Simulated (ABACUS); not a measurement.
# Ga (I4/mmm) in ABACUS: reference runs

Reference runs on Ga: the cell as given and a disturbed copy, then over a range of volumes.

All numbers are computed with ABACUS 3.10.1; they aren't measurements. Logs are shortened: lines on timing, memory, paths and dates and some standing lists are left out, and cuts for length are marked.

### Step 1. Starting point

The structure is tetragonal, space group I4/mmm (No. 139). The conventional cell has a = 2.769 Å, b = 2.769 Å, c = 4.622 Å, α = 90.00°, β = 90.00°, γ = 90.00°. Around Ga (site symmetry 4/mmm) lie 12 Ga at 2.77 to 3.03 Å.

This isn't the form of Ga at room conditions, which is orthorhombic.

### Step 2. Equation of state, PBE, 16.66 Å³/atom (volume scaled by 0.94)

INPUT

```
INPUT_PARAMETERS
suffix              Ga
calculation         scf
basis_type          pw
pseudo_dir          ./
symmetry            1
dft_functional      pbe
ecutwfc             81
pseudo_rcut         10
nspin               1
nbands              11
ks_solver           dav
smearing_method     fd
smearing_sigma      0.00367493
scf_thr             1e-08
scf_nmax            100
mixing_type         broyden
mixing_beta         0.7
cal_force           1
cal_stress          1
kpar                4
```

STRU

```
ATOMIC_SPECIES
Ga 69.7230 Ga.upf

LATTICE_CONSTANT
1.8897261246

LATTICE_VECTORS
-1.3561377546 1.3561377546 2.2640427644
1.3561377546 -1.3561377546 2.2640427644
1.3561377546 1.3561377546 -2.2640427644

ATOMIC_POSITIONS
Direct

Ga
0.0
1
0.0000000000 0.0000000000 0.0000000000 1 1 1
```

KPT

```
K_POINTS
0
Gamma
13 13 13 0 0 0
```

Potentials or basis: PseudoDojo NC SR 0.4.1 PBE standard, plane waves.

Run with:

```console
> OMP_NUM_THREADS=1 mpirun -np 4 abacus > log
```

running log:

```text
ABACUS v3.10.1

               Atomic-orbital Based Ab-initio Computation at UStc

 ------------------------------------------------------------------------------------

 READING GENERAL INFORMATION
                           global_out_dir = OUT.Ga/
                           global_in_card = INPUT
                               pseudo_dir = ./
                              orbital_dir =
                                    DSIZE = 4
                                    GSIZE = 1

 READING UNITCELL INFORMATION
                                    ntype = 1
                  lattice constant (Bohr) = 1.88973
              lattice constant (Angstrom) = 1

 READING ATOM TYPE 1
                               atom label = Ga
                      L=0, number of zeta = 1
                      L=1, number of zeta = 1
                      L=2, number of zeta = 1
             number of atom for this type = 1

                        TOTAL ATOM NUMBER = 1
DIRECT COORDINATES
    atom                   x                   y                   z     mag                  vx                  vy                  vz
taud_Ga1            0.0000000000        0.0000000000        0.0000000000  0.0000        0.0000000000        0.0000000000        0.0000000000

                          Volume (Bohr^3) = 112.395
                             Volume (A^3) = 16.6553

 Lattice vectors: (Cartesian coordinate: in unit of a_0)
             -1.35614            +1.35614            +2.26404
             +1.35614            -1.35614            +2.26404
             +1.35614            +1.35614            -2.26404
 Reciprocal vectors: (Cartesian coordinate: in unit of 2 pi/a_0)
                   +0           +0.368694           +0.220844
            +0.368694                  +0           +0.220844
            +0.368694           +0.368694                  +0
 The esolver type has been set to : ksdft_pw

                PAO radial cut off (Bohr) = 10

 Read in pseudopotential file is Ga.upf
                     pseudopotential type = NC
          exchange-correlation functional = PBE
                 nonlocal core correction = 1
                        valence electrons = 13
                                     lmax = 2
                           number of zeta = 3
                     number of projectors = 6
                           L of projector = 0
                           L of projector = 0
                           L of projector = 1
                           L of projector = 1
                           L of projector = 2
                           L of projector = 2
     initial pseudo atomic orbital number = 9

[... 152 lines left out ...]
 projector 5 L=2
 projector 6 L=2
      TOTAL NUMBER OF NONLOCAL PROJECTORS = 18

 Init Non-Local PseudoPotential table :
 Init Non-Local-Pseudopotential done.

                                     npwx = 1394

 Make real space PAO into reciprocal space.
       max mesh points in Pseudopotential = 1001
     dq(describe PAO in reciprocal space) = 0.01
                                    max q = 1084

 number of pseudo atomic orbitals for Ga is 3
WARNING: norm of atomic wavefunction # 2 of atomic type Ga is 0.999997, renormalized
WARNING: norm of atomic wavefunction # 3 of atomic type Ga is 0.998668, renormalized

 -------------------------------------------
 SELF-CONSISTENT
 -------------------------------------------
                                 init_chg = atomic

 PW ALGORITHM --------------- ION=   1  ELEC=   1--------------------------------
 Notice: Threshold on eigenvalues was too large.
 hsover_error=0.13 > DRHO=0.00799025
 Origin diag ethr = 0.01
 New diag ethr = 6.14634e-05

 Density error is 0.00817464851569
                          Error Threshold = 6.14634394889e-05
----------------------------------------------------------
     Energy           Rydberg                 eV
----------------------------------------------------------
 E_KohnSham     -152.9387562210      -2080.8385296388
 E_Harris       -153.7900255050      -2092.4206424327
 E_Fermi        0.9468130848         12.8820528936
----------------------------------------------------------
[... 51 lines left out ...]
 Density error is 9.65188525291e-09
                          Error Threshold = 4.59984273305e-10
----------------------------------------------------------
     Energy           Rydberg                 eV
----------------------------------------------------------
 E_KohnSham     -152.9404662789      -2080.8617961696
 E_KS(sigma->0) -152.9403639155      -2080.8604034443
 E_Harris       -152.9400295467      -2080.8558541231
 E_band         0.1764508511         2.4007369925
 E_one_elec     -47.1658803758       -641.7247242975
 E_Hartree      37.1812606792        505.8770040601
 E_xc           -41.9059764027       -570.1600593302
 E_Ewald        -101.0496654528      -1374.8512311514
 E_entropy(-TS) -0.0002047268        -0.0027854507
 E_descf        0.0000000000         0.0000000000
 E_exx          0.0000000000         0.0000000000
 E_Fermi        0.9380471985         12.7627868929
----------------------------------------------------------

 charge density convergence is achieved
 final etot is -2080.8617962 eV
 EFERMI = 12.762786893 eV

 STATE ENERGY(eV) AND OCCUPATIONS    NSPIN == 1
 1/49 kpoint (Cartesian) = 0.0000 0.0000 0.0000 (1373 pws)
       1       -2.41299    0.000910332
       2       -2.21057    0.000910332
       3       -2.17465    0.000910332
       4       -2.17465    0.000910332
       5       -2.00054    0.000910332
       6       0.752345    0.000910332
       7        26.2852        0.00000
       8        26.5377        0.00000
       9        26.5377        0.00000
      10        29.5279        0.00000
      11        29.8255        0.00000
[... 53 lines left out ...]
 6/49 kpoint (Cartesian) = 0.14181 0.0000 -0.084940 (1380 pws)
       1       -2.36909     0.00728266
       2       -2.33292     0.00728266
       3       -2.15558     0.00728266
       4       -2.00241     0.00728266
       5       -1.96898     0.00728266
       6        5.06489     0.00728266
       7        11.7653     0.00728266
       8        21.5082    7.94880e-79
       9        25.3477        0.00000
      10        25.8878        0.00000
      11        29.0585        0.00000

[... levels at 43 further k points ...]

------------------------------------------------------------------------------------------
 TOTAL-FORCE (eV/Angstrom)
------------------------------------------------------------------------------------------
                       Ga1         0.0000000000         0.0000000000         0.0000000000
------------------------------------------------------------------------------------------

----------------------------------------------------------------
 TOTAL-STRESS (KBAR)
----------------------------------------------------------------
        89.3846747701         0.0000000000        -0.0000000000
         0.0000000000        89.3846747701         0.0000000000
         0.0000000000         0.0000000000        75.9364765662
----------------------------------------------------------------
 TOTAL-PRESSURE: 84.901942 KBAR

 --------------------------------------------
 !FINAL_ETOT_IS -2080.8617961696468228 eV
 --------------------------------------------
```

stdout:

```text
ABACUS v3.10.1

               Atomic-orbital Based Ab-initio Computation at UStc

%%%%%%%%%%%%%%%%%%%%%%%%%%%%%%%%%%%%%%%%%%%%%%%%%%%%%%%%%%%%%%%%%%%%%%%%%%%%%%%%%%%%%%%%%%%%%%%%%%%%%%%%%
 Warning: the number of valence electrons in pseudopotential > 3 for Ga: [Ar] 3d10 4s2 4p1
[... 31 lines left out ...]
 TOTAL-STRESS (KBAR)
----------------------------------------------------------------
        89.3846747701         0.0000000000        -0.0000000000
         0.0000000000        89.3846747701         0.0000000000
         0.0000000000         0.0000000000        75.9364765662
----------------------------------------------------------------
 TOTAL-PRESSURE: 84.901942 KBAR
```

Run time: 36 s. Hardware: 4 MPI ranks of Intel Xeon Platinum 8259CL at 2.50GHz (Skylake/Cascade Lake), shared host; peak memory 0.28 GiB.

What came out:

```yaml
Free_energy: -2080.8618 eV
Pressure: 8.5 GPa
Band_gap_on_the_k_mesh: none (metal or under the smearing width)
```

### Step 3. Equation of state, PBE, 17.01 Å³/atom (volume scaled by 0.96)

INPUT is that of step 2.

STRU

```
ATOMIC_SPECIES
Ga 69.7230 Ga.upf

LATTICE_CONSTANT
1.8897261246

LATTICE_VECTORS
-1.3656883352 1.3656883352 2.2799872528
1.3656883352 -1.3656883352 2.2799872528
1.3656883352 1.3656883352 -2.2799872528

ATOMIC_POSITIONS
Direct

Ga
0.0
1
0.0000000000 0.0000000000 0.0000000000 1 1 1
```

KPT is that of step 2.

Potentials or basis: PseudoDojo NC SR 0.4.1 PBE standard, plane waves.

Run with:

```console
> OMP_NUM_THREADS=1 mpirun -np 4 abacus > log
```

running log:

```text
ABACUS v3.10.1

               Atomic-orbital Based Ab-initio Computation at UStc

 ------------------------------------------------------------------------------------

 READING GENERAL INFORMATION
                           global_out_dir = OUT.Ga/
                           global_in_card = INPUT
                               pseudo_dir = ./
                              orbital_dir =
                                    DSIZE = 4
                                    GSIZE = 1

 READING UNITCELL INFORMATION
                                    ntype = 1
                  lattice constant (Bohr) = 1.88973
              lattice constant (Angstrom) = 1

 READING ATOM TYPE 1
                               atom label = Ga
                      L=0, number of zeta = 1
                      L=1, number of zeta = 1
                      L=2, number of zeta = 1
             number of atom for this type = 1

                        TOTAL ATOM NUMBER = 1
DIRECT COORDINATES
    atom                   x                   y                   z     mag                  vx                  vy                  vz
taud_Ga1            0.0000000000        0.0000000000        0.0000000000  0.0000        0.0000000000        0.0000000000        0.0000000000

                          Volume (Bohr^3) = 114.787
                             Volume (A^3) = 17.0096

 Lattice vectors: (Cartesian coordinate: in unit of a_0)
             -1.36569            +1.36569            +2.27999
             +1.36569            -1.36569            +2.27999
             +1.36569            +1.36569            -2.27999
 Reciprocal vectors: (Cartesian coordinate: in unit of 2 pi/a_0)
                   +0           +0.366116           +0.219299
            +0.366116                  +0           +0.219299
            +0.366116           +0.366116                  +0
 The esolver type has been set to : ksdft_pw

                PAO radial cut off (Bohr) = 10

 Read in pseudopotential file is Ga.upf
                     pseudopotential type = NC
          exchange-correlation functional = PBE
                 nonlocal core correction = 1
                        valence electrons = 13
                                     lmax = 2
                           number of zeta = 3
                     number of projectors = 6
                           L of projector = 0
                           L of projector = 0
                           L of projector = 1
                           L of projector = 1
                           L of projector = 2
                           L of projector = 2
     initial pseudo atomic orbital number = 9

 SETUP THE ELECTRONS NUMBER
            electron number of element Ga = 13
      total electron number of element Ga = 13
            AUTOSET number of electrons:  = 13
                           occupied bands = 7
                                   NBANDS = 11
                                   NLOCAL = 9

%%%%%%%%%%%%%%%%%%%%%%%%%%%%%%%%%%%%%%%%%%%%%%%%%%%%%%%%%%%%%%%%%%%%%%%%%%%%%%%%%%%%%%%%%%%%%%%%%%%%%%%%%%
 Warning: the number of valence electrons in pseudopotential > 3 for Ga: [Ar] 3d10 4s2 4p1
 Pseudopotentials with additional electrons can yield (more) accurate outcomes, but may be less efficient.
 If you're confident that your chosen pseudopotential is appropriate, you can safely ignore this warning.
%%%%%%%%%%%%%%%%%%%%%%%%%%%%%%%%%%%%%%%%%%%%%%%%%%%%%%%%%%%%%%%%%%%%%%%%%%%%%%%%%%%%%%%%%%%%%%%%%%%%%%%%%%

 SETUP THE PLANE WAVE BASIS
 energy cutoff for charge/potential (unit:Ry) = 324
            fft grid for charge/potential = [ 36, 36, 36 ]
                        fft grid division = [ 1, 1, 1 ]
[... 101 lines left out ...]
      29 -0.15384615  0.15384615  0.00000000  0.0018      37
      30 -0.23076923 -0.23076923  0.46153846  0.0036      42
[... 166 further k points ...]

                               nkstot now = 196
[... K-POINTS DIRECT COORDINATES: 196 rows ...]

           k-point number in this process = 49
       minimum distributed K point number = 49
[... stars of the k points ...]

[... K-POINTS CARTESIAN COORDINATES: 49 rows ...]

[... K-POINTS DIRECT COORDINATES: 49 rows ...]

 SETUP PLANE WAVES FOR WAVE FUNCTIONS
     energy cutoff for wavefunc (unit:Ry) = 81
              fft grid for wave functions = [ 36, 36, 36 ]
                    number of plane waves = 2159
                         number of sticks = 271

 PARALLEL PW FOR WAVE FUNCTIONS
     PROC   COLUMNS(POT)             PW
        1            271           2159
 --------------- sum -------------------
        1            271           2159

 SETUP NONLOCAL PSEUDOPOTENTIALS IN PLANE WAVE BASIS
 Ga non-local projectors:
 projector 1 L=0
 projector 2 L=0
 projector 3 L=1
 projector 4 L=1
 projector 5 L=2
 projector 6 L=2
      TOTAL NUMBER OF NONLOCAL PROJECTORS = 18

 Init Non-Local PseudoPotential table :
 Init Non-Local-Pseudopotential done.

                                     npwx = 1429

 Make real space PAO into reciprocal space.
       max mesh points in Pseudopotential = 1001
     dq(describe PAO in reciprocal space) = 0.01
                                    max q = 1084

 number of pseudo atomic orbitals for Ga is 3
WARNING: norm of atomic wavefunction # 2 of atomic type Ga is 0.999997, renormalized
WARNING: norm of atomic wavefunction # 3 of atomic type Ga is 0.998668, renormalized

 -------------------------------------------
 SELF-CONSISTENT
 -------------------------------------------
                                 init_chg = atomic

 PW ALGORITHM --------------- ION=   1  ELEC=   1--------------------------------
 Notice: Threshold on eigenvalues was too large.
 hsover_error=0.13 > DRHO=0.0077091
 Origin diag ethr = 0.01
 New diag ethr = 5.93008e-05

 Density error is 0.00787535663704
                          Error Threshold = 5.93007624781e-05
----------------------------------------------------------
     Energy           Rydberg                 eV
----------------------------------------------------------
 E_KohnSham     -152.9400664123      -2080.8563557061
 E_Harris       -153.7802259405      -2092.2873125188
 E_Fermi        0.9210920914         12.5321008258
----------------------------------------------------------
[... 51 lines left out ...]
 Density error is 8.23257366539e-09
                          Error Threshold = 4.2390365847e-10
----------------------------------------------------------
     Energy           Rydberg                 eV
----------------------------------------------------------
 E_KohnSham     -152.9416917515      -2080.8784695806
 E_KS(sigma->0) -152.9415918117      -2080.8771098293
 E_Harris       -152.9412911076      -2080.8730185405
 E_band         -0.1207768997        -1.6432540226
 E_one_elec     -48.2909186184       -657.0316548646
 E_Hartree      37.5879608927        511.4104443412
 E_xc           -41.8955328322       -570.0179672639
 E_Ewald        -100.3430013139      -1365.2365722908
 E_entropy(-TS) -0.0001998797        -0.0027195026
 E_descf        0.0000000000         0.0000000000
 E_exx          0.0000000000         0.0000000000
 E_Fermi        0.9124155862         12.4140509166
----------------------------------------------------------

 charge density convergence is achieved
 final etot is -2080.8784696 eV
 EFERMI = 12.414050917 eV

 STATE ENERGY(eV) AND OCCUPATIONS    NSPIN == 1
 1/49 kpoint (Cartesian) = 0.0000 0.0000 0.0000 (1429 pws)
       1       -2.72171    0.000910332
       2       -2.52953    0.000910332
       3       -2.49480    0.000910332
       4       -2.49480    0.000910332
       5       -2.32904    0.000910332
       6       0.586142    0.000910332
       7        25.6660        0.00000
       8        25.9413        0.00000
       9        25.9413        0.00000
      10        28.9819        0.00000
      11        29.3559        0.00000
[... 53 lines left out ...]
 6/49 kpoint (Cartesian) = 0.14081 0.0000 -0.084346 (1404 pws)
       1       -2.67633     0.00728266
       2       -2.64485     0.00728266
       3       -2.47633     0.00728266
       4       -2.33111     0.00728266
       5       -2.29912     0.00728266
       6        4.82707     0.00728266
       7        11.4317     0.00728266
       8        21.0225    1.23160e-77
       9        24.8527        0.00000
      10        25.3123        0.00000
      11        28.5498        0.00000

[... levels at 43 further k points ...]

------------------------------------------------------------------------------------------
 TOTAL-FORCE (eV/Angstrom)
------------------------------------------------------------------------------------------
                       Ga1         0.0000000000         0.0000000000         0.0000000000
------------------------------------------------------------------------------------------

----------------------------------------------------------------
 TOTAL-STRESS (KBAR)
----------------------------------------------------------------
        69.8900688531         0.0000000000         0.0000000000
         0.0000000000        69.8900688531        -0.0000000000
        -0.0000000000        -0.0000000000        60.1803800857
----------------------------------------------------------------
 TOTAL-PRESSURE: 66.653506 KBAR

 --------------------------------------------
 !FINAL_ETOT_IS -2080.8784695806425589 eV
 --------------------------------------------
```

Run time: 33 s. Hardware: 4 MPI ranks of Intel Xeon Platinum 8259CL at 2.50GHz (Skylake/Cascade Lake), shared host; peak memory 0.28 GiB.

Results:

```
Free energy            : -2080.8785 eV
Pressure               : 6.7 GPa
Band gap on the k mesh : none (metal or under the smearing width)
```

### Step 4. Equation of state, PBE, 17.36 Å³/atom (volume scaled by 0.98)

INPUT is that of step 3.

STRU

```
ATOMIC_SPECIES
Ga 69.7230 Ga.upf

LATTICE_CONSTANT
1.8897261246

LATTICE_VECTORS
-1.3751071731 1.3751071731 2.2957117997
1.3751071731 -1.3751071731 2.2957117997
1.3751071731 1.3751071731 -2.2957117997

ATOMIC_POSITIONS
Direct

Ga
0.0
1
0.0000000000 0.0000000000 0.0000000000 1 1 1
```

KPT is that of step 3.

Run with:

```console
> OMP_NUM_THREADS=1 mpirun -np 4 abacus > log
```

Wall time 30 s (4 MPI ranks of Intel Xeon Platinum 8259CL at 2.50GHz (Skylake/Cascade Lake), shared host); peak memory 0.28 GiB.

Results (log left out):

| Quantity | Value |
| --- | --- |
| Free energy | -2080.8913 eV |
| Pressure | 5.0 GPa |
| Band gap on the k mesh | none (metal or under the smearing width) |

### Step 5. Equation of state, PBE, 17.72 Å³/atom

INPUT is that of step 4.

STRU

```
ATOMIC_SPECIES
Ga 69.7230 Ga.upf

LATTICE_CONSTANT
1.8897261246

LATTICE_VECTORS
-1.3843987196 1.3843987196 2.3112238365
1.3843987196 -1.3843987196 2.3112238365
1.3843987196 1.3843987196 -2.3112238365

ATOMIC_POSITIONS
Direct

Ga
0.0
1
0.0000000000 0.0000000000 0.0000000000 1 1 1
```

KPT is that of step 4.

Run with:

```console
> OMP_NUM_THREADS=1 mpirun -np 4 abacus > log
```

Run time: 30 s. Hardware: 4 MPI ranks of Intel Xeon Platinum 8259CL at 2.50GHz (Skylake/Cascade Lake), shared host; peak memory 0.28 GiB.

It converged, with:

- Free energy: -2080.9008 eV
- Pressure: 3.6 GPa
- Band gap on the k mesh: none (metal or under the smearing width)

[end of part 1 of 2]
